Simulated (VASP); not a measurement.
All values below come from PBE GGA, VASP's PBE PAW potentials (set 64) (plane waves; VASP).

VASP input:

### KPOINTS
```
Automatic mesh
0
G
 14 14 4
```

### INCAR
```
ALGO = Normal
EDIFF = 1E-6
ENCUT = 400
GGA = PE
ISIF = 2
ISMEAR = 0
LASPH = .TRUE.
LCHARG = .FALSE.
LREAL = .FALSE.
LWAVE = .FALSE.
NELM = 100
PREC = Accurate
SIGMA = 0.2
SYSTEM = BeO
```

File POSCAR:
```
BeO
1
    2.6629650000     0.0000000000     0.0000000000
   -1.3314830000     2.3061960000     0.0000000000
    0.0000000000     0.0000000000     8.7178650000
Be O
4 4
Direct
  0.0000000000   0.0000000000   0.0000000000
  0.0000000000   0.0000000000   0.5000000000
  0.6666670000   0.3333330000   0.7501800000
  0.3333330000   0.6666670000   0.2501800000
  0.0000000000   0.0000000000   0.8121600000
  0.0000000000   0.0000000000   0.3121600000
  0.6666670000   0.3333330000   0.5632900000
  0.3333330000   0.6666670000   0.0632900000
```

POTCAR, in this order: Be O (PBE.64 set). Program: vasp_std.

The resulting files:

### OSZICAR
```
       N       E                     dE             d eps       ncg     rms          rms(c)
DAV:   1     0.130523924712E+03    0.13052E+03   -0.15620E+04  3024   0.120E+03
DAV:   2    -0.545748313155E+02   -0.18510E+03   -0.17816E+03  4096   0.301E+02
DAV:   3    -0.612155259843E+02   -0.66407E+01   -0.66199E+01  3744   0.609E+01
DAV:   4    -0.612738576022E+02   -0.58332E-01   -0.58281E-01  3679   0.706E+00
DAV:   5    -0.612746772843E+02   -0.81968E-03   -0.81959E-03  3724   0.717E-01    0.128E+01
DAV:   6    -0.569523869252E+02    0.43223E+01   -0.16508E+01  3439   0.271E+01    0.423E+00
DAV:   7    -0.569016801565E+02    0.50707E-01   -0.30014E-01  3709   0.413E+00    0.270E+00
DAV:   8    -0.569104869351E+02   -0.88068E-02   -0.78764E-02  3374   0.324E+00    0.278E-01
DAV:   9    -0.569095565477E+02    0.93039E-03   -0.31758E-03  3739   0.420E-01    0.101E-01
DAV:  10    -0.569101929555E+02   -0.63641E-03   -0.21565E-03  3594   0.308E-01    0.727E-02
DAV:  11    -0.569101139852E+02    0.78970E-04   -0.25148E-04  3664   0.110E-01    0.209E-02
DAV:  12    -0.569101065050E+02    0.74802E-05   -0.28055E-05  3594   0.369E-02    0.524E-03
DAV:  13    -0.569101058363E+02    0.66875E-06   -0.78387E-06  3604   0.195E-02
   1 F= -.56910106E+02 E0= -.56910106E+02  d E =-.435084E-10
```

OUTCAR:
```
------------------------ aborting loop because EDIFF is reached ----------------------------------------
  FORCE on cell =-STRESS in cart. coord.  units (eV):
  Direction    XX          YY          ZZ          XY          YZ          ZX
  --------------------------------------------------------------------------------------
  Total        1.6115846      1.6115855      1.0437733     -0.0000003      0.0000000      0.0000000
  in kB       48.2271798     48.2272074     31.2352478     -0.0000105      0.0000000      0.0000000
  external PRESSURE =      42.5632116 kB  Pullay stress =       0.0000000 kB
  volume of cell :       53.54
      direct lattice vectors                 reciprocal lattice vectors
     2.662965000  0.000000000  0.000000000     0.375521270  0.216807326  0.000000000
    -1.331483000  2.306196000  0.000000000     0.000000000  0.433614489  0.000000000
     0.000000000  0.000000000  8.717865000     0.000000000  0.000000000  0.114706984
 POSITION                                       TOTAL-FORCE (eV/Angst)
 -----------------------------------------------------------------------------------
      0.00000      0.00000      0.00000        -0.000000      0.000000      0.146174
      0.00000      0.00000      4.35893        -0.000000      0.000000      0.146174
      1.33148      0.76873      6.53997        -0.000000      0.000000     -0.046226
     -0.00000      1.53746      2.18104        -0.000000     -0.000000     -0.046226
      0.00000      0.00000      7.08030        -0.000000     -0.000000      0.136549
      0.00000      0.00000      2.72137        -0.000000     -0.000000      0.136549
      1.33148      0.76873      4.91069         0.000000     -0.000000     -0.236497
     -0.00000      1.53746      0.55175        -0.000000      0.000000     -0.236497
 -----------------------------------------------------------------------------------
    total drift:                               -0.000000     -0.000000     -0.000071
  FREE ENERGIE OF THE ION-ELECTRON SYSTEM (eV)
  ---------------------------------------------------
  free  energy   TOTEN  =       -56.9101058363 eV

  energy  without entropy=      -56.9101058362  energy(sigma->0) =      -56.91010584
```
(Selected blocks of OUTCAR.)

At this cut-off the stress carries a Pulay error, which pulls relaxed volumes low.

The structure was generated: BeO was put into an ordered model structure, which need not be its known phase. The cell was not relaxed at this level, and its volume differs by -5.9 % from the start's.
